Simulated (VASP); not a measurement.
# Ge (diamond), PBEsol relaxation of cell and atoms: Ansatz's output and VASP's

Start cell

```
Ge
1.0
     0.00000    2.88069    2.88069
     2.88069    0.00000    2.88069
     2.88069    2.88069    0.00000
Ge
2
Direct
  0.00000 0.00000 0.00000
  0.25000 0.25000 0.25000
```

Ansatz printed

```
basis re-selected at this cell: Δ(F+E_penalty+E_count) = +3.203e-4 eV, ΔP = +0.002 GPa vs the last step (what re-selecting the basis moved, of the pressure what is left beyond the Pulay correction that the steps carried, after the strain that the cell walked since its last selection, with what the two solves' SCF thresholds leave and, on support functions, any second-order correction that the steps lacked; it is no measure of the basis error at this ecutwfc). The dense FFT grid was sized anew with the basis: this SCF ran on 27×27×27 points, the steps before it on 30×30×30, so part of this shift can come from that change (see relax.cell in the input reference). This SCF's stress stands 4.88e-2 GPa from its target on what of the cell is left free (relax.cell.stress_tol is 5.00e-2 GPa) and its largest allowed force component is 2.66e-17 eV/Å (relax.f_tol is 5.00e-3 eV/Å): within both
SCF converged after 5 iterations
Free energy (F): -8506.982511 eV
Harris-Foulkes:  -8506.982511 eV  (|F-HF|=1.82e-12)
Internal energy: -8506.982325 eV  (E = F + TS)
E sigma→0 (E₀):  -8506.982418 eV
Entropy (-TS):   -0.000187 eV (-0.093 meV/atom)
Fermi energy:    8.338509 eV
--- Per-component energies (eV) ---
  E_band       = -305.204300
  E_kinetic    = 223.037206
  E_local      = -4957.118723  (includes V_loc(G=0)·N_el)
  E_nonlocal   = 840.310926
  E_hartree    = 2172.327347
  E_xc         = -149.896500
  E_vxc        = -129.413022  (∫ρ·V_xc dr)
  E_paw        = -3958.274540  (= ΣΔE_a)
  E_vpaw       = -626.676119  (= ΣTr[D̂ρ^β])
  E_aug_tail   = 0.000805  (compensation charges beyond the density's cutoff)
  E_ewald      = -2679.204718
  E_core_change = 1.835872  (= ΣΔE_core)
  E_smearing   = -0.000187  (= −TS)
  E_closure    = 0.000000  (closes the sum)
  Σ components = -8506.982511   (vs F -8506.982511, Δ=0.00e0)
--- Forces (eV/Å), atoms counted from 1 ---
  atom   1  Ge    -0.00000000     0.00000000     0.00000000
  atom   2  Ge     0.00000000    -0.00000000    -0.00000000
  max |Σ_I F_I| component: 2.78e-17 eV/Å
--- Stress (GPa, compression-positive) ---
        0.048810      -0.000000      -0.000000
       -0.000000       0.048810      -0.000000
       -0.000000      -0.000000       0.048810
  P = ⅓ Tr σ = 0.0488 GPa (0.488 kbar)
--- Relaxed structure (3 steps of the walk, 3 accepted, 1 SCFs on fresh bases) ---
  F+E_penalty+E_count = -8506.98251144 eV   max|allowed force component| = 2.660e-17 eV/Å   (the final SCF, on the basis selected at the relaxed cell)
  cell:  # Å, volume = 45.6813 Å³
    - [-7.770442350165775e-34, 2.8372830918087155, 2.8372830918087155]
    - [2.8372830918087155, -5.413832784951561e-35, 2.8372830918087155]
    - [2.8372830918087155, 2.8372830918087155, -4.745065205634019e-34]
  atoms:
    - { symbol: Ge, position: [2.924969380129446e-35, -1.3928425619664049e-36, 1.3928425619664049e-36] }
    - { symbol: Ge, position: [0.25, 0.25, 0.25] }
```

The two codes use different PAW datasets and cutoffs. VASP's cell holds 28 valence electrons and Ansatz's 28.

Q: What does VASP give for the same cell and level of theory?

A: relaxed cell vector lengths 4.012, 4.012, 4.012 Å; relaxed cell volume 45.66 Å³.

From OUTCAR

```
k-points           NKPTS =     29   k-points in BZ     NKDIM =     29   number of bands    NBANDS=     21

   NELECT =      28.0000    total number of electrons

   dimension x,y,z NGX =    36 NGY =   36 NGZ =   36
   dimension x,y,z NGXF=    72 NGYF=   72 NGZF=   72

  energy-cutoff  :      600.00
  volume of cell :       45.66
      direct lattice vectors                 reciprocal lattice vectors
    -0.000000000  2.836842829  2.836842829    -0.176252274  0.176252274  0.176252274
     2.836842829  0.000000000  2.836842829     0.176252274 -0.176252274  0.176252274
     2.836842829  2.836842829 -0.000000000     0.176252274  0.176252274 -0.176252274

 k-points in reciprocal lattice and weights: KPOINTS created by Atomic Simulation Env
   0.00000000  0.00000000  0.00000000       0.002
   0.12500000  0.00000000  0.00000000       0.016
   0.25000000  0.00000000  0.00000000       0.016
   0.37500000  0.00000000  0.00000000       0.016
   0.50000000  0.00000000  0.00000000       0.008
   0.12500000  0.12500000  0.00000000       0.012
   0.25000000  0.12500000  0.00000000       0.047
   0.37500000  0.12500000  0.00000000       0.047
   ...

 E-fermi :   4.7952

 k-point     1 :       0.0000    0.0000    0.0000
  band No.  band energies     occupation
      1     -19.9679      2.00000
      2     -19.9679      2.00000
      3     -19.9679      2.00000
      4     -19.9320      2.00000
      5     -19.9320      2.00000
      6     -19.7244      2.00000
      7     -19.7244      2.00000
      8     -19.7244      2.00000
      9     -19.7116      2.00000
     10     -19.7116      2.00000
     11      -7.9501      2.00000
     12       4.7002      1.98282
     13       4.7828      1.29994
     14       4.7828      1.29990
     15       4.7828      1.29990
     16       7.3102      0.00000
     17       7.3102      0.00000
     18       7.3102      0.00000
     19      10.9817      0.00000
     20      14.2388      0.00000
     21      14.2388      0.00000

 k-point     2 :       0.1250    0.0000    0.0000
  band No.  band energies     occupation
      1     -19.9758      2.00000
      2     -19.9758      2.00000
      3     -19.9654      2.00000
      4     -19.9208      2.00000
      5     -19.9208      2.00000
      6     -19.7363      2.00000
      7     -19.7363      2.00000
      8     -19.7273      2.00000
      9     -19.7014      2.00000
     10     -19.7014      2.00000
     11      -7.7609      2.00000
     12       2.3996      2.00000
     13       4.4494      2.00000
     14       4.4494      2.00000
     15       5.7479      0.00000
     16       7.7561      0.00000
     17       7.7561      0.00000
     18       8.2068      0.00000
     19      11.9324      0.00000
     20      13.3063      0.00000
     21      13.3063      0.00000

 k-point     3 :       0.2500    0.0000    0.0000
  band No.  band energies     occupation
      1     -19.9857      2.00000
      2     -19.9857      2.00000
      3     -19.9593      2.00000
      4     -19.9039      2.00000
      5     -19.9039      2.00000
      6     -19.7499      2.00000
      7     -19.7499      2.00000
      8     -19.7344      2.00000
      9     -19.6913      2.00000
     10     -19.6913      2.00000
     11      -7.2119      2.00000
     12       0.0565      2.00000
     13       3.9054      2.00000
     14       3.9054      2.00000
     15       5.3734      0.00000
     16       8.3822      0.00000
     17       8.3822      0.00000
     18      10.3082      0.00000
     19      12.6180      0.00000
     20      13.0505      0.00000
     21      13.0505      0.00000

 k-point     4 :       0.3750    0.0000    0.0000
  band No.  band energies     occupation
      1     -19.9907      2.00000
      2     -19.9907      2.00000
      3     -19.9531      2.00000
      4     -19.8936      2.00000
      5     -19.8936      2.00000
      6     -19.7570      2.00000
      7     -19.7570      2.00000
      8     -19.7418      2.00000
      9     -19.6860      2.00000
     10     -19.6860      2.00000
     11      -6.4077      2.00000
     12      -1.8838      2.00000
     13       3.5206      2.00000
     14       3.5206      2.00000
     15       5.0092      0.00005
     16       8.5255      0.00000
     17       8.5255      0.00000
     18      11.8806      0.00000
     19      12.9240      0.00000
     20      14.2179      0.00000
     21      14.2179      0.00000

 ...

  Total        0.0037264      0.0037264      0.0037264     -0.0000000      0.0000000     -0.0000000
  in kB        0.1307568      0.1307568      0.1307568     -0.0000000      0.0000000     -0.0000000
  external PRESSURE =       0.1307568 kB  Pullay stress =       0.0000000 kB

 POSITION                                       TOTAL-FORCE (eV/Angst)
 -----------------------------------------------------------------------------------
      0.00000      0.00000      0.00000        -0.000000     -0.000000     -0.000000
      1.41842      1.41842      1.41842         0.000000      0.000000      0.000000
 -----------------------------------------------------------------------------------
    total drift:                                0.000000      0.000000      0.000000

  FREE ENERGIE OF THE ION-ELECTRON SYSTEM (eV)
  ---------------------------------------------------
  free  energy   TOTEN  =        -9.8636444564 eV

  energy  without entropy=       -9.8634648202  energy(sigma->0) =       -9.86355464
```
